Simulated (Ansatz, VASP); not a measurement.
## ZnS (Wurtzite-2H) in VASP and in Ansatz

```xyz
4
Lattice="3.7854 0.0000 0.0000 -1.8927 3.2783 0.0000 0.0000 0.0000 6.1922" Properties=species:S:1:pos:R:3 pbc="T T T"
Zn    1.8927    1.0928    3.0961
Zn    0.0000    2.1855    0.0000
S     1.8927    1.0928    5.4801
S     0.0000    2.1855    2.3840
```

Alike in both runs: task single point; functional BLYP; dispersion D3(BJ); k mesh 8 × 8 × 5; occupations fermi-dirac, width 0.05 eV; no spin polarisation.

```csv
,VASP,Ansatz
version,VASP 6.6.1,Ansatz 0.2.0
potentials or method,"VASP PAW PBE potentials, release 64 (Zn, S)",Ansatz PAW
plane-wave cutoff (eV),520,420
valence electrons in the cell,36,36
```

VASP gave:

| Item | Value |
| --- | --- |
| gap on the k mesh at the Fermi level (eV) | 2.36 |
| least direct gap on the mesh (eV) | 2.36 |
| pressure (GPa) | 1.7 |
| largest component of the traceless stress (GPa) | 1.48 |
| rms of the force components (eV/Å) | 0.218 |
| dispersion energy (meV/atom) | -686.2 |

**Question.** Which values does Ansatz return?

**Answer.** gap on the k mesh at the Fermi level (eV): 2.33; least direct gap on the mesh (eV): 2.33; pressure (GPa): 1.6; largest component of the traceless stress (GPa): 1.46; rms of the force components (eV/Å): 0.215; dispersion energy (meV/atom): -686.2.

Atom by atom the forces differ by 0.002 eV/Å (rms over components).

Caveats: the PAW data sets were made with another functional, which shifts forces and pressure a little (VASP); odd divisions of the mesh miss points on the zone boundary, where band edges often lie, so the gap on the mesh can be too wide (Ansatz); the PAW data sets come from PBE, with cores solved anew for the run's functional, which leaves a small shift of forces and pressure (Ansatz). BLYP gaps usually lie below the measured ones, often by a third to a half.
